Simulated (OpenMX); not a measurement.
# Sb under changes of volume

One of the cells (30.206 Å³/atom); the others are scaled copies at fixed shape and fractional positions:

```
Sb
1.0
     2.15420    1.24373    3.75800
    -2.15420    1.24373    3.75800
     0.00000   -2.48746    3.75800
Sb
2
Direct
  0.76651 0.76651 0.76651
  0.23349 0.23349 0.23349
```

```yaml
Program: OpenMX 3.8.5
Functional: PBE
Potentials_or_basis: OpenMX 2013 PBE set, Sb7.0-s3p2d1, fixed grid of 48 × 48 × 48 points
k_mesh: 9 × 9 × 9
Occupations: fermi-dirac, width 0.05 eV
Spin: no spin polarisation
```

```tsv
volume (Å³/atom)	energy over the lowest point (meV/atom)	gap on the mesh (eV)	largest force (eV/Å)
28.393	149.05	0.15	0.909
28.998	109.54	0.20	0.759
29.602	76.74	0.24	0.630
30.206	49.89	0.28	0.543
30.810	?	?	?
31.414	12.02	0.33	0.313
32.018	0.00	0.33	0.239
```

Q: What does the run at 30.810 Å³/atom give?

A: Energy over the lowest point 28.41 meV/atom; gap on the mesh 0.31 eV; largest force 0.421 eV/Å.

Worked out: A Birch-Murnaghan fit of order 3 (a polynomial in V^(-2/3)) to the other rows has no minimum within the range. It gives 28.50 meV/atom at 30.810 Å³/atom, against the run's 28.41. A parabola through the other rows of the gap, of slope 1.13 eV per unit of ln V there, gives 0.31 eV, against the run's 0.31.

Energies are extrapolated to zero smearing.

Caveats: the basis has few d functions beyond the semicore shells, which can make volumes several per cent too large; spin-orbit coupling is left out, which moves the levels of the heavy elements; an odd mesh through Γ misses points on the zone boundary, where band edges often lie; the basis of atomic orbitals isn't converged, which shifts pressures, moduli and gaps.
